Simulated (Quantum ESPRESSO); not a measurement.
# BN (F-43m) in Quantum ESPRESSO: a series of runs

Runs on BN. Level: LDA. Tasks: band structure, single point, equation of state.

Everything below comes from runs of Quantum ESPRESSO 7.5. Logs are shortened: lines on timing, memory, paths and dates and some standing lists are left out, and cuts for length are marked.

**What was measured.**

A printed reference work, monograph reports, for a bulk crystal of BN at 300 K: band gap 6.4 eV (indirect).

“Effect of nanostructuration on compressibility of cubic BN”, 2012, arxiv:1208.3664 quotes, for a bulk crystal of BN at 300 K: bulk modulus 395 ± 2 GPa.

How close the calculation comes is told below.

**1. The structure**

It takes space group F-43m (No. 216, cubic). Conventional cell: a = 3.626 Å, b = 3.626 Å, c = 3.626 Å, α = 90.00°, β = 90.00°, γ = 90.00°. Around N (site symmetry -43m) lie 4 B at 1.57 Å. Around B (site symmetry -43m) lie 4 N at 1.57 Å.

The cell is a database's computed one.

**2. Band structure, LDA**

Input file pw.in:

```
&CONTROL
  calculation = 'scf'
  prefix = 'pwscf'
  outdir = './tmp'
  pseudo_dir = './pseudo'
  tprnfor = .true.
  tstress = .true.
  disk_io = 'low'
/
&SYSTEM
  ibrav = 0
  nat = 2
  ntyp = 2
  ecutwfc = 84
  nbnd = 9
  occupations = 'smearing'
  smearing = 'fd'
  degauss = 0.00367493
/
&ELECTRONS
  conv_thr = 4d-10
  electron_maxstep = 120
  mixing_beta = 0.5
/
ATOMIC_SPECIES
N     14.0070 N.upf
B     10.8100 B.upf
CELL_PARAMETERS bohr
   0.0000000000    3.4260753537    3.4260753537
   3.4260753537    0.0000000000    3.4260753537
   3.4260753537    3.4260753537    0.0000000000
ATOMIC_POSITIONS bohr
N      1.7130376768    1.7130376768    1.7130376768
B      0.0000000000    0.0000000000    0.0000000000
K_POINTS automatic
13 13 13 0 0 0
```

Input file bands.in:

```
&CONTROL
  calculation = 'bands'
  prefix = 'pwscf'
  outdir = './tmp'
  pseudo_dir = './pseudo'
  disk_io = 'low'
  verbosity = 'high'
/
&SYSTEM
  ibrav = 0
  nat = 2
  ntyp = 2
  ecutwfc = 84
  nbnd = 9
  occupations = 'smearing'
  smearing = 'fd'
  degauss = 0.00367493
/
&ELECTRONS
  conv_thr = 1d-08
  electron_maxstep = 120
  mixing_beta = 0.5
  diago_full_acc = .true.
/
ATOMIC_SPECIES
N     14.0070 N.upf
B     10.8100 B.upf
CELL_PARAMETERS bohr
   0.0000000000    3.4260753537    3.4260753537
   3.4260753537    0.0000000000    3.4260753537
   3.4260753537    3.4260753537    0.0000000000
ATOMIC_POSITIONS bohr
N      1.7130376768    1.7130376768    1.7130376768
B      0.0000000000    0.0000000000    0.0000000000
K_POINTS crystal
60
 0.0000000000  0.0000000000  0.0000000000 1
 0.0625000000  0.0000000000  0.0625000000 1
 0.1250000000  0.0000000000  0.1250000000 1
 0.1875000000  0.0000000000  0.1875000000 1
 0.2500000000  0.0000000000  0.2500000000 1
 0.3125000000  0.0000000000  0.3125000000 1
 0.3750000000  0.0000000000  0.3750000000 1
 0.4375000000  0.0000000000  0.4375000000 1
 0.5000000000  0.0000000000  0.5000000000 1
 0.5000000000  0.0625000000  0.5625000000 1
 0.5000000000  0.1250000000  0.6250000000 1
 0.5000000000  0.1875000000  0.6875000000 1
 0.5000000000  0.2500000000  0.7500000000 1
 0.4375000000  0.3125000000  0.7500000000 1
 0.3750000000  0.3750000000  0.7500000000 1
 0.3375000000  0.3375000000  0.6750000000 1
 0.3000000000  0.3000000000  0.6000000000 1
 0.2625000000  0.2625000000  0.5250000000 1
 0.2250000000  0.2250000000  0.4500000000 1
 0.1875000000  0.1875000000  0.3750000000 1
 0.1500000000  0.1500000000  0.3000000000 1
 0.1125000000  0.1125000000  0.2250000000 1
 0.0750000000  0.0750000000  0.1500000000 1
 0.0375000000  0.0375000000  0.0750000000 1
 0.0000000000  0.0000000000  0.0000000000 1
 0.0625000000  0.0625000000  0.0625000000 1
 0.1250000000  0.1250000000  0.1250000000 1
 0.1875000000  0.1875000000  0.1875000000 1
 0.2500000000  0.2500000000  0.2500000000 1
 0.3125000000  0.3125000000  0.3125000000 1
 0.3750000000  0.3750000000  0.3750000000 1
 0.4375000000  0.4375000000  0.4375000000 1
 0.5000000000  0.5000000000  0.5000000000 1
 0.5250000000  0.4500000000  0.5250000000 1
 0.5500000000  0.4000000000  0.5500000000 1
 0.5750000000  0.3500000000  0.5750000000 1
 0.6000000000  0.3000000000  0.6000000000 1
 0.6250000000  0.2500000000  0.6250000000 1
 0.5833333333  0.2500000000  0.6666666667 1
 0.5416666667  0.2500000000  0.7083333333 1
 0.5000000000  0.2500000000  0.7500000000 1
 0.5000000000  0.2857142857  0.7142857143 1
 0.5000000000  0.3214285714  0.6785714286 1
 0.5000000000  0.3571428571  0.6428571429 1
 0.5000000000  0.3928571429  0.6071428571 1
 0.5000000000  0.4285714286  0.5714285714 1
 0.5000000000  0.4642857143  0.5357142857 1
 0.5000000000  0.5000000000  0.5000000000 1
 0.4821428571  0.4821428571  0.5357142857 1
 0.4642857143  0.4642857143  0.5714285714 1
 0.4464285714  0.4464285714  0.6071428571 1
 0.4285714286  0.4285714286  0.6428571429 1
 0.4107142857  0.4107142857  0.6785714286 1
 0.3928571429  0.3928571429  0.7142857143 1
 0.3750000000  0.3750000000  0.7500000000 1
 0.6250000000  0.2500000000  0.6250000000 1
 0.5937500000  0.1875000000  0.5937500000 1
 0.5625000000  0.1250000000  0.5625000000 1
 0.5312500000  0.0625000000  0.5312500000 1
 0.5000000000  0.0000000000  0.5000000000 1
```

Potentials or basis: PseudoDojo 0.4.1 SR LDA standard.

Command:

```bash
$ OMP_NUM_THREADS=1 pw.x -in pw.in > pw.out
$ OMP_NUM_THREADS=1 pw.x -in bands.in > bands.out
```

pw.out:

```text
This program is part of the open-source Quantum ESPRESSO suite
     for quantum simulation of materials; please cite
[... 9 lines left out ...]
     --------------------
     sticks:   dense  smooth     PW     G-vecs:    dense   smooth      PW
     Sum         547     547    163                 8363     8363    1459

     Using Slab Decomposition

     bravais-lattice index     =            0
     lattice parameter (alat)  =       4.8452  a.u.
     unit-cell volume          =      80.4305 (a.u.)^3
     number of atoms/cell      =            2
     number of atomic types    =            2
     number of electrons       =         8.00
     number of Kohn-Sham states=            9
     kinetic-energy cutoff     =      84.0000  Ry
     charge density cutoff     =     336.0000  Ry
     scf convergence threshold =      4.0E-10
     mixing beta               =       0.5000
     number of iterations used =            8  plain     mixing
     Exchange-correlation= SLA  PW   NOGX NOGC
                           (   1   4   0   0   0   0   0)

     celldm(1)=   4.845202  celldm(2)=   0.000000  celldm(3)=   0.000000
     celldm(4)=   0.000000  celldm(5)=   0.000000  celldm(6)=   0.000000

     crystal axes: (cart. coord. in units of alat)
               a(1) = (   0.000000   0.707107   0.707107 )
               a(2) = (   0.707107   0.000000   0.707107 )
               a(3) = (   0.707107   0.707107   0.000000 )

     reciprocal axes: (cart. coord. in units 2 pi/alat)
               b(1) = ( -0.707107  0.707107  0.707107 )
               b(2) = (  0.707107 -0.707107  0.707107 )
               b(3) = (  0.707107  0.707107 -0.707107 )

     PseudoPot. # 1 for N  read from file:
     N.upf
     Pseudo is Norm-conserving + core correction, Zval =  5.0
     Generated using ONCVPSP code by D. R. Hamann
     Using radial grid of 1058 points,  4 beta functions with:
                l(1) =   0
                l(2) =   0
                l(3) =   1
                l(4) =   1

     PseudoPot. # 2 for B  read from file:
     B.upf
     Pseudo is Norm-conserving + core correction, Zval =  3.0
     Generated using ONCVPSP code by D. R. Hamann
     Using radial grid of 1498 points,  4 beta functions with:
                l(1) =   0
                l(2) =   0
                l(3) =   1
                l(4) =   1

     atomic species   valence    mass     pseudopotential
     N                 5.00    14.00700     N ( 1.00)
     B                 3.00    10.81000     B ( 1.00)

     24 Sym. Ops. (no inversion) found

   Cartesian axes

     site n.     atom                  positions (alat units)
         1        N      tau(   1) = (   0.3535534   0.3535534   0.3535534  )
         2        B      tau(   2) = (   0.0000000   0.0000000   0.0000000  )

     number of k points=    84  Fermi-Dirac smearing, width (Ry)=  0.0037
                       cart. coord. in units 2pi/alat
        k(    1) = (   0.0000000   0.0000000   0.0000000), wk =   0.0009103
        k(    2) = (   0.0543928   0.0543928  -0.0543928), wk =   0.0072827
        k(    3) = (   0.1087857   0.1087857  -0.1087857), wk =   0.0072827
        k(    4) = (   0.1631785   0.1631785  -0.1631785), wk =   0.0072827
        k(    5) = (   0.2175713   0.2175713  -0.2175713), wk =   0.0072827
        k(    6) = (   0.2719641   0.2719641  -0.2719641), wk =   0.0072827
[... 76 lines left out ...]
        k(   83) = (   0.0000000  -0.4351426   0.6527140), wk =   0.0218480
        k(   84) = (  -0.0543928  -0.3807498   0.7071068), wk =   0.0218480

     Dense  grid:     8363 G-vectors     FFT dimensions: (  30,  30,  30)

     Initial potential from superposition of free atoms

     starting charge       7.9998, renormalised to       8.0000
     Starting wfcs are    8 randomized atomic wfcs +    1 random wfcs

     Self-consistent Calculation

     iteration #  1     ecut=    84.00 Ry     beta= 0.50
     Davidson diagonalization with overlap
     ethr =  1.00E-02,  avg # of iterations =  5.2

     total energy              =     -26.81023774 Ry
     estimated scf accuracy    <       0.21684116 Ry

     iteration #  2     ecut=    84.00 Ry     beta= 0.50
     Davidson diagonalization with overlap
     ethr =  2.71E-03,  avg # of iterations =  1.1

     total energy              =     -26.84868863 Ry
     estimated scf accuracy    <       0.02289144 Ry

     iteration #  3     ecut=    84.00 Ry     beta= 0.50
     Davidson diagonalization with overlap
     ethr =  2.86E-04,  avg # of iterations =  1.0

     total energy              =     -26.85036286 Ry
     estimated scf accuracy    <       0.00310361 Ry

     iteration #  4     ecut=    84.00 Ry     beta= 0.50
     Davidson diagonalization with overlap
     ethr =  3.88E-05,  avg # of iterations =  1.4

     total energy              =     -26.85055019 Ry
     estimated scf accuracy    <       0.00004226 Ry

     iteration #  5     ecut=    84.00 Ry     beta= 0.50
     Davidson diagonalization with overlap
     ethr =  5.28E-07,  avg # of iterations =  2.8

     total energy              =     -26.85055902 Ry
     estimated scf accuracy    <       0.00000355 Ry

     iteration #  6     ecut=    84.00 Ry     beta= 0.50
     Davidson diagonalization with overlap
     ethr =  4.43E-08,  avg # of iterations =  1.4

     total energy              =     -26.85055960 Ry
     estimated scf accuracy    <          9.5E-09 Ry

     iteration #  7     ecut=    84.00 Ry     beta= 0.50
     Davidson diagonalization with overlap
     ethr =  1.19E-10,  avg # of iterations =  3.5

     total energy              =     -26.85055961 Ry
     estimated scf accuracy    <          6.6E-09 Ry

     iteration #  8     ecut=    84.00 Ry     beta= 0.50
     Davidson diagonalization with overlap
     ethr =  8.20E-11,  avg # of iterations =  1.0

     End of self-consistent calculation

          k = 0.0000 0.0000 0.0000 (  1037 PWs)   bands (ev):

    -9.1942  10.7637  10.7637  10.7637  19.4657  19.4657  19.4657  21.0577
    35.0674

          k = 0.0544 0.0544-0.0544 (  1028 PWs)   bands (ev):

    -9.0506   9.9902  10.6088  10.6088  19.6539  19.6981  19.6981  21.5206
    34.8853

          k = 0.1088 0.1088-0.1088 (  1025 PWs)   bands (ev):

    -8.6240   8.1526  10.2213  10.2213  19.9654  20.2591  20.2591  22.6501
    34.3968

          k = 0.1632 0.1632-0.1632 (  1041 PWs)   bands (ev):

    -7.9297   5.9218   9.7528   9.7528  20.2754  20.8486  20.8486  23.8505
    33.8718

          k = 0.2176 0.2176-0.2176 (  1056 PWs)   bands (ev):

    -7.0057   3.6801   9.3262   9.3262  20.5612  21.2209  21.2209  24.7766
    33.5788

          k = 0.2720 0.2720-0.2720 (  1038 PWs)   bands (ev):

    -5.9541   1.6891   9.0132   9.0132  20.7785  21.3466  21.3466  25.3633
    33.5719

          k = 0.3264 0.3264-0.3264 (  1044 PWs)   bands (ev):

    -5.0907   0.3402   8.8496   8.8496  20.8934  21.3543  21.3543  25.6437
    33.6958

          k = 0.1088-0.0000 0.0000 (  1014 PWs)   bands (ev):

    -9.0028  10.2698  10.2920  10.2920  19.1707  20.0896  20.0896  21.5876
    33.7668

          k = 0.1632 0.0544-0.0544 (  1033 PWs)   bands (ev):

    -8.6707   8.7744   9.7984  10.2058  19.1992  20.6187  20.7790  22.3870
    32.2076

          k = 0.2176 0.1088-0.1088 (  1037 PWs)   bands (ev):

    -8.0655   6.6906   9.2903   9.8491  19.6122  21.0214  21.4676  23.4399
    31.4723

          k = 0.2720 0.1632-0.1632 (  1042 PWs)   bands (ev):

    -7.2157   4.4719   8.8802   9.3696  20.0780  21.3340  21.8971  24.3324
    31.6624

          k = 0.3264 0.2176-0.2176 (  1047 PWs)   bands (ev):

    -6.1945   2.4006   8.6283   8.9007  20.4204  21.4901  21.9977  25.0961
    32.3375

          k = 0.3807 0.2720-0.2720 (  1044 PWs)   bands (ev):

    -5.2182   0.7959   8.5263   8.5592  20.6597  21.5196  21.8869  25.6706
    32.8785

          k =-0.2720-0.3807 0.3807 (  1050 PWs)   bands (ev):

    -4.8676   0.2855   8.2967   8.6736  20.8854  21.4728  21.7096  25.8653
    33.1263
[... 303 lines left out ...]
    -5.6754   3.8566   5.7878   7.7399  19.3434  22.4805  23.6298  25.3868
    30.1753

          k =-0.2176-0.4351 0.6527 (  1049 PWs)   bands (ev):

    -4.7537   2.7034   5.2366   7.1097  19.8872  22.2857  24.3529  26.1986
    29.9237

          k =-0.1632-0.3807 0.5983 (  1051 PWs)   bands (ev):

    -4.0484   1.7633   5.1209   6.6808  20.0995  22.2504  25.3185  26.6368
    29.0567

          k =-0.1632-0.4895 0.7071 (  1047 PWs)   bands (ev):

    -4.4390   3.0670   5.1075   6.1015  18.5576  22.5243  24.4611  27.1610
    29.9441

          k =-0.1088-0.4351 0.6527 (  1048 PWs)   bands (ev):

    -3.7532   2.5642   4.4390   5.6563  19.2990  23.2579  24.4761  27.2522
    29.2882

          k =-0.0544-0.3807 0.5983 (  1051 PWs)   bands (ev):

    -3.5556   2.4426   3.9568   5.8096  19.8594  23.1911  25.4313  26.5521
    28.7872

          k = 0.0000-0.3264 0.5439 (  1052 PWs)   bands (ev):

    -3.9875   2.6256   4.1495   6.3649  20.1955  22.5373  24.9147  27.0883
    28.8191

          k =-0.0544-0.4895 0.7071 (  1047 PWs)   bands (ev):

    -3.5103   2.6233   4.7595   4.9412  18.1031  22.3570  25.6928  27.6018
    29.9583

          k = 0.0000-0.4351 0.6527 (  1051 PWs)   bands (ev):

    -3.3328   2.9162   3.6639   5.1601  19.0906  23.5861  24.9711  26.7754
    29.5688

          k =-0.0544-0.3807 0.7071 (  1054 PWs)   bands (ev):

    -3.3478   3.0212   3.8539   4.7276  20.0807  23.6243  24.7672  26.0899
    29.4759

     the Fermi energy is    12.9366 ev

!    total energy              =     -26.85055961 Ry
     estimated scf accuracy    <          6.9E-11 Ry
     smearing contrib. (-TS)   =       0.00000000 Ry
     internal energy E=F+TS    =     -26.85055961 Ry

     The total energy is F=E-TS. E is the sum of the following terms:
     one-electron contribution =       4.53462621 Ry
     hartree contribution      =       3.56267072 Ry
     xc contribution           =      -8.68699374 Ry
     ewald contribution        =     -26.26086280 Ry

     convergence has been achieved in   8 iterations

     Forces acting on atoms (cartesian axes, Ry/au):

     atom    1 type  1   force =     0.00000000    0.00000000    0.00000000
     atom    2 type  2   force =     0.00000000    0.00000000    0.00000000

     Total force =     0.000000     Total SCF correction =     0.000000

     Computing stress (Cartesian axis) and pressure

          total   stress  (Ry/bohr**3)                   (kbar)     P=     -138.97
  -0.00094471   0.00000000   0.00000000         -138.97        0.00        0.00
   0.00000000  -0.00094471   0.00000000            0.00     -138.97        0.00
   0.00000000   0.00000000  -0.00094471            0.00        0.00     -138.97

=------------------------------------------------------------------------------=
   JOB DONE.
=------------------------------------------------------------------------------=
```

It took 7 s on 1 thread of Intel Xeon 6985P-C at 2.30GHz (Granite Rapids), shared host; peak memory 0.09 GiB.

Results:

```
Free energy             : -365.3205 eV
Pressure                : -13.9 GPa
Band gap on the k mesh  : 4.48 eV, indirect (least direct gap 8.70 eV)
Band gap along the path : 4.41 eV, indirect (least direct gap 8.70 eV)
```

Levels at the corners of the path, in eV from the valence-band top:
```
point  band 1  band 2  band 3  band 4  band 5  band 6  band 7  band 8
    Γ  -19.96    0.00    0.00    0.00    8.70    8.70    8.70   10.29
    X  -14.34   -8.82   -4.89   -4.89    4.41    9.20   17.55   17.55
    W  -14.02   -7.47   -6.96   -6.50    9.44   13.16   14.30   14.53
    K  -14.25   -8.02   -7.65   -4.06    6.84   12.75   15.55   16.39
    Γ  -19.96    0.00    0.00    0.00    8.70    8.70    8.70   10.29
    L  -15.71  -10.63   -1.93   -1.93   10.14   10.59   10.59   14.91
    U  -14.25   -8.02   -7.65   -4.06    6.84   12.75   15.55   16.39
    W  -14.02   -7.47   -6.96   -6.50    9.44   13.16   14.30   14.53
    L  -15.71  -10.63   -1.93   -1.93   10.14   10.59   10.59   14.91
    K  -14.25   -8.02   -7.65   -4.06    6.84   12.75   15.55   16.39
    U  -14.25   -8.02   -7.65   -4.06    6.84   12.75   15.55   16.39
    X  -14.34   -8.82   -4.89   -4.89    4.41    9.20   17.55   17.55
```

[end of part 1 of 2]
